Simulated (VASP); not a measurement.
# BAs: two structures compared in the RPA: zincblende and rocksalt

BAs, F-43m (no. 216), 2 atoms in the cell. PBE, RPA total energies; PAW potentials As_GW, B_GW (PBE set).

## Input

INCAR.step1:
```
SYSTEM = BAs
EDIFF = 1E-7
EDIFFG = -0.003
ENCUT = 540
GGA = PE
IBRION = 2
ISIF = 3
ISMEAR = 0
LASPH = .TRUE.
LCHARG = .FALSE.
LREAL = .FALSE.
LWAVE = .FALSE.
NSW = 40
PREC = Accurate
SIGMA = 0.05
```

INCAR.step3:
```
SYSTEM = BAs
ALGO = Normal
EDIFF = 1E-8
ENCUT = 400
GGA = PE
ISMEAR = 0
KPAR = 8
LASPH = .TRUE.
LCHARG = .FALSE.
LREAL = .FALSE.
LWAVE = .TRUE.
PREC = Accurate
SIGMA = 0.05
```

INCAR.step4:
```
SYSTEM = BAs
AEXX = 1.0
AGGAC = 0.0
ALDAC = 0.0
ALGO = Eigenval
EDIFF = 1E-8
ENCUT = 400
GGA = PE
HFRCUT = -1
ISMEAR = 0
KPAR = 8
LASPH = .TRUE.
LCHARG = .FALSE.
LHFCALC = .TRUE.
LREAL = .FALSE.
LWAVE = .FALSE.
NELM = 1
PREC = Accurate
PRECFOCK = Fast
SIGMA = 0.05
```

INCAR.step5:
```
SYSTEM = BAs
ALGO = ACFDT
EDIFF = 1E-8
ENCUT = 400
ESF_SPLINES = .TRUE.
GGA = PE
ISMEAR = 0
LASPH = .TRUE.
LCHARG = .FALSE.
LREAL = .FALSE.
LWAVE = .FALSE.
NOMEGA = 12
PREC = Accurate
PRECFOCK = Fast
SIGMA = 0.05
```

KPOINTS.step1:
```
k-points
0
Gamma
  12 12 12
```

KPOINTS.step2:
```
k-points
0
Gamma
  13 13 13
```

KPOINTS.step3:
```
k-points
0
Gamma
  8 8 8
```

KPOINTS.step5:
```
k-points
0
Gamma
  7 7 7
```

POSCAR.step1:
```
BAs
1.0
    0.0000000000      2.3885000000      2.3885000000
    2.3885000000      0.0000000000      2.3885000000
    2.3885000000      2.3885000000      0.0000000000
As B
1 1
Direct
    0.0000000000      0.0000000000      0.0000000000
    0.2500000000      0.2500000000      0.2500000000
```

POSCAR.step2:
```
BAs
1.0
    0.0000000000      2.2446636642      2.2446636642
    2.2446636642      0.0000000000      2.2446636642
    2.2446636642      2.2446636642      0.0000000000
As B
1 1
Direct
    0.0000000000      0.0000000000      0.0000000000
    0.5000000000      0.5000000000      0.5000000000
```

Commands (each step's output is kept before the next begins):
```
cat potpaw_PBE.64/As_GW/POTCAR potpaw_PBE.64/B_GW/POTCAR > POTCAR
cp INCAR.step1 INCAR
cp KPOINTS.step1 KPOINTS
cp POSCAR.step1 POSCAR
mpirun -np 8 vasp_std > vasp.out
cp CONTCAR CONTCAR.first
rm WAVECAR CHG
cp KPOINTS.step2 KPOINTS
cp POSCAR.step2 POSCAR
mpirun -np 8 vasp_std > vasp.out
cp CONTCAR CONTCAR.second
rm WAVECAR CHG
cp CONTCAR.first POSCAR
cp INCAR.step3 INCAR
cp KPOINTS.step3 KPOINTS
mpirun -np 8 vasp_std > vasp.out
cp CONTCAR.first POSCAR
cp INCAR.step4 INCAR
mpirun -np 8 vasp_std > vasp.out
rm WAVECAR CHG
cp CONTCAR.first POSCAR
cp INCAR.step5 INCAR
cp KPOINTS.step5 KPOINTS
mpirun -np 8 vasp_std > vasp.out
rm WAVECAR CHG
cp CONTCAR.second POSCAR
cp INCAR.step3 INCAR
cp KPOINTS.step3 KPOINTS
mpirun -np 8 vasp_std > vasp.out
cp CONTCAR.second POSCAR
cp INCAR.step4 INCAR
mpirun -np 8 vasp_std > vasp.out
rm WAVECAR CHG
cp CONTCAR.second POSCAR
cp INCAR.step5 INCAR
cp KPOINTS.step5 KPOINTS
mpirun -np 8 vasp_std > vasp.out
```

## Result

- RPA energy difference (meV/atom): 1028.4

Energy of rocksalt less zincblende, each relaxed in PBE:

| Method | meV/atom |
|---|---|
| PBE | 904.1 |
| Exact exchange, no correlation | 2018 |
| RPA | 1028 |

VASP 6.6.1 took 918 s on 8 cores (AMD EPYC 9R45 (Zen 5)), a shared host.
